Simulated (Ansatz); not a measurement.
# Cobalt, fcc under r²SCAN: from relaxation to bulk modulus

The plan for cobalt in the fcc structure: relax it, solve it on a dense k-mesh, switch on spin-orbit coupling, then scale the cell to 7 volumes from 88 to 112 % of the relaxed one and try a fit of the equation of state. The start is ferromagnetic. The k-meshes are 15×15×15 for the relaxation; 25×25×25 for the dense run; 15×15×15 for spin-orbit coupling; 17×17×17 for the volumes.

This is Co in the fcc structure; at room conditions it is hcp.

Computed with Ansatz 0.2.0 (DFT r2SCAN, plane waves (500 eV) with PAW, scalar-relativistic; the PAW data stem from PBE, with regenerated cores, unless a step says otherwise).

### 1 The starting structure

It takes space group Fm-3m (No. 225, cubic). Conventional cell: a = 3.538 Å, b = 3.538 Å, c = 3.538 Å, α = 90.00°, β = 90.00°, γ = 90.00°. Co (site symmetry m-3m) is surrounded by 12 Co at 2.50 Å.

Coordinates:

```cif
data_structure
_symmetry_space_group_name_H-M 'Fm-3m'
_symmetry_Int_Tables_number 225
_cell_length_a 3.5382
_cell_length_b 3.5382
_cell_length_c 3.5382
_cell_angle_alpha 90.000
_cell_angle_beta 90.000
_cell_angle_gamma 90.000
_cell_volume 44.29
loop_
_atom_site_label
_atom_site_type_symbol
_atom_site_symmetry_multiplicity
_atom_site_Wyckoff_symbol
_atom_site_fract_x
_atom_site_fract_y
_atom_site_fract_z
_atom_site_occupancy
Co1 Co 4 a 0.00000 0.00000 0.00000 1
```

The atoms start with moments of +1.7 μB.

### 2 Relaxation of the cell

input.yaml

```yaml
crystal:
  lattice:
    - [0.0, 1.7691019796, 1.7691019796]
    - [1.7691019796, 0.0, 1.7691019796]
    - [1.7691019796, 1.7691019796, 0.0]
  atoms:
    - { symbol: Co, position: [0.0, 0.0, 0.0], spin: 1.7 }
hamiltonian:
  xc: r2scan
  pseudopotentials:
    kind: paw
    azcp:
      Co: "pseudopotentials/Co.paw.azcp"
basis:
  ecutwfc: 500
  fft_grid_basis: typed
kpoints:
  mp_grid: { grid: [15, 15, 15], shift: [0, 0, 0] }
magnetization:
  spin_polarized: true
scf:
  occupations: { method: fermi_dirac, width: 0.05 }
relax:
  max_steps: 60
  f_tol: 0.01
  cell: {}
```

Launch:

```
$ ansatz run input.yaml --threads 1 --pin off --max-ram 3584MiB --backend cpu --events-out ev --progress --plain --runs-dir out
```

After this run come: Single point on a dense mesh; With spin-orbit coupling; At 88 % of the relaxed volume; At 92 % of the relaxed volume; At 96 % of the relaxed volume; At 100 % of the relaxed volume; At 104 % of the relaxed volume; At 108 % of the relaxed volume; At 112 % of the relaxed volume.

**Question.** What will these runs give? Wanted: space group; conventional cell; volume; shortest distance; gap on the mesh; magnetic state; relative to hcp, ferromagnetic; magnetic state with spin-orbit coupling; V₀, B₀, B₀′.

**Answer**, as computed:

```
                               quantity                                  value
         space group (spins left aside)                        Fm-3m (No. 225)
                      conventional cell                            a = 3.515 Å
                                 volume                         10.855 Å³/atom
                      shortest distance                                2.485 Å
                        gap on the mesh           none (levels filled in part)
                         magnetic state  ferromagnetic, up to 1.95 μB per atom
         relative to hcp, ferromagnetic                           -29 meV/atom
magnetic state with spin-orbit coupling  ferromagnetic, up to 1.88 μB per atom
                            V₀, B₀, B₀′           10.867 Å³/atom, 209 GPa, 3.8
```

**Reading.** From the guessed start the volume shrank by 2.0 % in 5 steps. Against the reference form of cobalt (hcp, ferromagnetic, computed apart with the same settings) it stands 29 meV/atom lower, so this level prefers it, against what is seen in nature. It ends ferromagnetic, with up to 1.95 μB per atom. No gap shows: it is a metal or semimetal at this level. In the spin-orbit run the largest spin moment goes from 1.95 to 1.88 μB; mesh and site projection of the two kinds of run can differ, so the change can't be laid on spin-orbit coupling. The total energy of the spin-orbit run lies +1.4 eV/atom from the scalar one, but the two kinds of run don't share a zero of energy: only differences within one kind count. B₀ comes out at 209 GPa. Relaxation kept the symmetry; phonons were not checked.
